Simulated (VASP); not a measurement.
# TiTe2 (Fm-3m) in VASP: settings compared

The runs below take TiTe2 through single point, with PBE, HSE06.

Everything below comes from runs of VASP 6.6.1. Logs are shortened: lines on timing, memory, paths and dates and some standing lists are left out, and cuts for length are marked.

### Step 1. The crystal as given

Symmetry: Fm-3m, No. 225, cubic system. The conventional cell has a = 6.880 Å, b = 6.880 Å, c = 6.880 Å, α = 90.00°, β = 90.00°, γ = 90.00°. Ti (site symmetry m-3m) has 8 Te at 2.98 Å as nearest neighbours. Te (site symmetry -43m) has 4 Ti at 2.98 Å as nearest neighbours.

The cell was built by a generator and needn't be a form met in nature.

### Step 2. Single point, PBE

File INCAR:

```
  ALGO = Normal
  EDIFF = 1E-6
  ENCUT = 520
  GGA = PE
  ISIF = 2
  ISMEAR = -1
  LASPH = T
  LCHARG = F
  LREAL = F
  LWAVE = F
  NBANDS = 19
  NELM = 100
  PREC = Accurate
  SIGMA = 0.02
```

File KPOINTS:

```
k-points
0
Gamma
  4 4 4
```

File POSCAR:

```
TiTe2
1.0
    0.0000000000      3.4401227409      3.4401227409
    3.4401227409      0.0000000000      3.4401227409
    3.4401227409      3.4401227409      0.0000000000
Ti Te
1 2
Direct
    0.0000000000      0.0000000000      0.0000000000
    0.2500000000      0.2500000000      0.2500000000
    0.7500000000      0.7500000000      0.7500000000
```

Potentials or basis: VASP PAW PBE potentials, release 64 (Ti_sv, Te).

Launch:

```
$ cat potpaw_PBE.64/Ti_sv/POTCAR potpaw_PBE.64/Te/POTCAR > POTCAR
$ mpirun -np 1 vasp_std > vasp.out
```

OUTCAR:

```text
EDIFF = 1E-6
   ENCUT = 520
   GGA = PE
   ISIF = 2
   ISMEAR = -1
   LASPH = T
   LREAL = F
   NELM = 100
   PREC = Accurate

 ion  position               nearest neighbor table
   1  0.000  0.000  0.000-   3 2.98   3 2.98   3 2.98   2 2.98   3 2.98   2 2.98   2 2.98   2 2.98

   2  0.250  0.250  0.250-   1 2.98   1 2.98   1 2.98   1 2.98   3 3.44   3 3.44   3 3.44   3 3.44
                             3 3.44   3 3.44
   3  0.750  0.750  0.750-   1 2.98   1 2.98   1 2.98   1 2.98   2 3.44   2 3.44   2 3.44   2 3.44
                             2 3.44   2 3.44

  LATTYP: Found a face centered cubic cell.
 ALAT       =     6.8802454818

  Lattice vectors:

 A1 = (   0.0000000000,   3.4401227409,   3.4401227409)
 A2 = (   3.4401227409,   0.0000000000,   3.4401227409)
 A3 = (   3.4401227409,   3.4401227409,   0.0000000000)

Analysis of symmetry for initial positions (statically):
=====================================================================
 Subroutine PRICEL returns:
 Original cell was already a primitive cell.

 Routine SETGRP: Setting up the symmetry group for a
 face centered cubic supercell.

 Subroutine GETGRP returns: Found 48 space group operations
 (whereof 48 operations were pure point group operations)
 out of a pool of 48 trial point group operations.

The static configuration has the point symmetry O_h .

Analysis of symmetry for dynamics (positions and initial velocities):
=====================================================================
 Subroutine PRICEL returns:
 Original cell was already a primitive cell.

 Routine SETGRP: Setting up the symmetry group for a
 face centered cubic supercell.

 Subroutine GETGRP returns: Found 48 space group operations
 (whereof 48 operations were pure point group operations)
 out of a pool of 48 trial point group operations.

The dynamic configuration has the point symmetry O_h .

 Subroutine INISYM returns: Found 48 space group operations
 (whereof 48 operations are pure point group operations),
 and found     1 'primitive' translations

----------------------------------------------------------------------------------------

                                     Primitive cell

  volume of cell :      81.4239

  direct lattice vectors                    reciprocal lattice vectors
[... 67 lines left out ...]
   LNONCOLLINEAR =      F non collinear calculations
   LSORBIT =      F    spin-orbit coupling
   LASPH  =      T    aspherical Exc in radial PAW
   ENCUT  =  520.0 eV  38.22 Ry    6.18 a.u.   9.05  9.05  9.05*2*pi/ulx,y,z
   NELM   =    100;   NELMIN=  2; NELMDL= -5     # of ELM steps
   EDIFF  = 0.1E-05   stopping-criterion for ELM
   LREAL  =      F    real-space projection
   EDIFFG = 0.1E-04   stopping-criterion for IOM
   NSW    =      0    number of steps for IOM
   IBRION =     -1    ionic relax: 0-MD 1-quasi-New 2-CG
   NFREE  =      0    steps in history (QN), initial steepest desc. (CG)
   ISIF   =      2    stress and relaxation
   ISYM   =      2    0-nonsym 1-usesym 2-fastsym
   POTIM  = 0.5000    time-step for ionic-motion
   TEBEG  =    0.0;   TEEND  =   0.0 temperature during run
   PSTRESS=    0.0 pullay stress
   NELECT =      24.0000    total number of electrons
   NUPDOWN=      -1.0000    fix difference up-down
   EMIN   =  10.00;   EMAX   =-10.00  energy-range for DOS
   EFERMI =   0.00;   METHOD = LEGACY
   ISMEAR =    -1;   SIGMA  =   0.02  broadening in eV -4-tet -1-fermi 0-gaus
   EFERMI_NEDOS =   21; number of points for ismear=-14 and -15
   IALGO  =     38    algorithm
   IMIX   =      4    mixing-type and parameters
     AMIX     =   0.40;   BMIX     =  1.00
     AMIX_MAG =   1.60;   BMIX_MAG =  1.00
  volume/ion in A,a.u.               =      27.14       183.16
  Fermi-wavevector in a.u.,A,eV,Ry     =   1.089502  2.058860 16.150310  1.187014
  Thomas-Fermi vector in A             =   2.225706
   LORBIT       =      0    0 simple, 1 ext, 2 COOP (PROOUT), +10 PAW based schemes
   GGA     = PE    functional components
   LHFCALC =     F    Hartree Fock is set to
   AEXX    =    0.0000 exact exchange contribution
   IVDW    =     0    specifies the selected vdW correction
   LEPSILON=     F    determine dielectric tensor
   LRPA    =     F    only Hartree local field effects (RPA)
 non-spin polarized calculation
  energy-cutoff  :      520.00
  volume of cell :       81.42
 maximum number of plane-waves:      2209
   NGX = 19   NGY = 19   NGZ = 19

 number of electron      23.9999994 magnetization

 Free energy of the ion-electron system (eV)
  ---------------------------------------------------
  ext. energy  EPLUGINS =         0.00000000
  ---------------------------------------------------
  free energy    TOTEN  =       -15.06166679 eV

  energy without entropy =      -15.05415230  energy(sigma->0) =      -15.05790954

 E-fermi :   7.3069     XC(G=0):  -9.7515

 val. band max:        7.1754077688   @ k =   0.0000   0.0000   0.0000
 cond. band min:       7.3406324719   @ k =  -0.2500   0.2500   0.0000
 fundamental gap:      0.1652247031
 Fermi energy:         7.3069363352

 k-point     1 :       0.0000    0.0000    0.0000
  band No.  band energies     occupation
      1     -50.5170      2.00000
      2     -26.7669      2.00000
      3     -26.7669      2.00000
      4     -26.7669      2.00000
      5      -5.7874      2.00000
      6      -1.9796      2.00000
[... 153 lines left out ...]
      6      -3.9714      2.00000
[... 11 lines left out ...]
     18      11.3569      0.00000
     19      11.7773      0.00000

------------------------ aborting loop because EDIFF is reached ----------------------------------------

  FORCE on cell =-STRESS in cart. coord.  units (eV):
  Direction    XX          YY          ZZ          XY          YZ          ZX
  --------------------------------------------------------------------------------------
  -------------------------------------------------------------------------------------
  Total        0.4731935      0.4731935      0.4731935     -0.0000000      0.0000000      0.0000000
  in kB        9.3110257      9.3110257      9.3110257     -0.0000000      0.0000000      0.0000000
  external PRESSURE =       9.3110257 kB  Pullay stress =       0.0000000 kB

 VOLUME and BASIS-vectors are now :
 -----------------------------------------------------------------------------
  energy-cutoff  :      520.00
  volume of cell :       81.42
      direct lattice vectors                 reciprocal lattice vectors
     0.000000000  3.440122741  3.440122741    -0.145343651  0.145343651  0.145343651
     3.440122741  0.000000000  3.440122741     0.145343651 -0.145343651  0.145343651
     3.440122741  3.440122741  0.000000000     0.145343651  0.145343651 -0.145343651

 POSITION                                       TOTAL-FORCE (eV/Angst)
 -----------------------------------------------------------------------------------
      0.00000      0.00000      0.00000         0.000000     -0.000000      0.000000
      1.72006      1.72006      1.72006        -0.000000      0.000000     -0.000000
      5.16018      5.16018      5.16018         0.000000     -0.000000      0.000000
 -----------------------------------------------------------------------------------
    total drift:                               -0.000000      0.000000      0.000000

  FREE ENERGIE OF THE ION-ELECTRON SYSTEM (eV)
  ---------------------------------------------------
  free  energy   TOTEN  =       -15.0616667853 eV

  energy  without entropy=      -15.0541523035  energy(sigma->0) =      -15.05790954
```

OSZICAR:

```text
N       E                     dE             d eps       ncg     rms          rms(c)
DAV:   1     0.172020775752E+03    0.17202E+03   -0.10505E+04   304   0.115E+03
DAV:   2    -0.127215201904E+01   -0.17329E+03   -0.16934E+03   315   0.295E+02
DAV:   3    -0.169596424156E+02   -0.15687E+02   -0.14801E+02   519   0.794E+01
[... 11 lines left out ...]
DAV:  15    -0.150616634136E+02    0.12652E-03   -0.68433E-04   396   0.146E-01    0.209E-02
DAV:  16    -0.150616663316E+02   -0.29180E-05   -0.18979E-05   337   0.308E-02    0.115E-02
DAV:  17    -0.150616690945E+02   -0.27629E-05   -0.14295E-05   378   0.231E-02    0.134E-02
DAV:  18    -0.150616667299E+02    0.23646E-05   -0.81689E-06   294   0.185E-02    0.324E-03
DAV:  19    -0.150616667853E+02   -0.55455E-07   -0.17685E-07   194   0.260E-03
   1 F= -.15061667E+02 E0= -.15057910E+02  d E =-.751448E-02
```

stdout:

```text
POSCAR found type information on POSCAR TiTe
 POSCAR found :  2 types and       3 ions
 scaLAPACK will be used
 LDA part: xc-table for (Slater+PW92), standard interpolation
 POSCAR, INCAR and KPOINTS ok, starting setup
 FFT: planning ... GRIDC
 FFT: planning ... GRID_SOFT
 FFT: planning ... GRID
 WAVECAR not read
 entering main loop
```

Run time: 12 s. Hardware: 1 thread of Intel Xeon Platinum 8559C (Emerald Rapids), shared host; peak memory 0.2 GiB.

What came out:

- Free energy: -15.0617 eV
- Pressure: 0.9 GPa
- Band gap on the k mesh: none (metal or under the smearing width)

Caveat: the k mesh is coarse (spacing up to 0.40 Å⁻¹), so the values aren't converged. Spin-orbit coupling is left out, which matters for the levels of Te.

### Step 3. Single point, HSE06

POSCAR is that of step 2.

File INCAR.step1:

```
SYSTEM = TiTe2
ALGO     = Normal         ! electronic algorithm
EDIFF    = 1E-5           ! SCF threshold, eV
ENCUT    = 520            ! plane-wave cutoff, eV
GGA      = PE             ! functional
ISIF     = 2              ! what is computed and relaxed
ISMEAR   = -1             ! smearing method
LASPH    = .TRUE.         ! aspherical terms in the spheres
LREAL    = .FALSE.        ! projectors in reciprocal space
LWAVE    = .TRUE.         ! write WAVECAR
NBANDS   = 19             ! bands
NELM     = 100            ! most SCF steps
PREC     = Accurate       ! precision mode
SIGMA    = 0.02           ! smearing width, eV
```

File INCAR.step2:

```
SYSTEM = TiTe2
ALGO     = Normal         ! electronic algorithm
EDIFF    = 1E-6           ! SCF threshold, eV
ENCUT    = 520            ! plane-wave cutoff, eV
GGA      = PE             ! functional
HFSCREEN = 0.2079         ! screening, 1/A
ISIF     = 2              ! what is computed and relaxed
ISMEAR   = -1             ! smearing method
ISTART   = 1            
LASPH    = .TRUE.         ! aspherical terms in the spheres
LCHARG   = .TRUE.         ! write CHGCAR
LELF     = .TRUE.         ! ELF
LHFCALC  = .TRUE.         ! exact exchange
LREAL    = .FALSE.        ! projectors in reciprocal space
LVHAR    = .TRUE.       
LWAVE    = .FALSE.        ! write WAVECAR
NBANDS   = 19             ! bands
NELM     = 100            ! most SCF steps
PREC     = Accurate       ! precision mode
PRECFOCK = Normal       
SIGMA    = 0.02           ! smearing width, eV
```

File KPOINTS:

```
k-points
0
G
  4 4 4
  0 0 0
```

Potentials or basis: VASP PAW PBE potentials, release 64 (Ti_sv, Te).

Launch:

```
$ cat potpaw_PBE.64/Ti_sv/POTCAR potpaw_PBE.64/Te/POTCAR > POTCAR
$ cp INCAR.step1 INCAR
$ mpirun -np 1 vasp_std > vasp.out
$ cp INCAR.step2 INCAR
$ mpirun -np 1 vasp_std > vasp.out
```

It took 23 min on 1 thread of Intel Xeon Platinum 8559C (Emerald Rapids), shared host; peak memory 0.33 GiB.

It converged, with:

- Free energy: -18.5258 eV
- Pressure: -1.3 GPa
- Band gap on the k mesh: none (metal or under the smearing width)

Levels at points of the mesh, in eV from the Fermi level:
```
           k point  band 8  band 9  band 10  band 11  band 12  band 13  band 14  band 15  band 16  band 17
(0.00, 0.00, 0.00)   -5.38   -5.38    -0.88    -0.88    -0.88     0.06     0.06     2.06     2.06     2.06
(0.50, 0.00, 0.00)   -4.42   -4.20    -3.55    -3.55    -3.21     0.08     0.08     0.63     2.33     2.33
(0.50, 0.50, 0.00)   -5.70   -5.70    -1.98    -1.98    -0.49     0.63     0.64     1.52     2.73     2.73
```

Caveat: the k mesh is coarse (spacing up to 0.40 Å⁻¹), so the values aren't converged, least of all with exact exchange; the PAW data sets were made with another functional, which shifts forces and pressure a little.
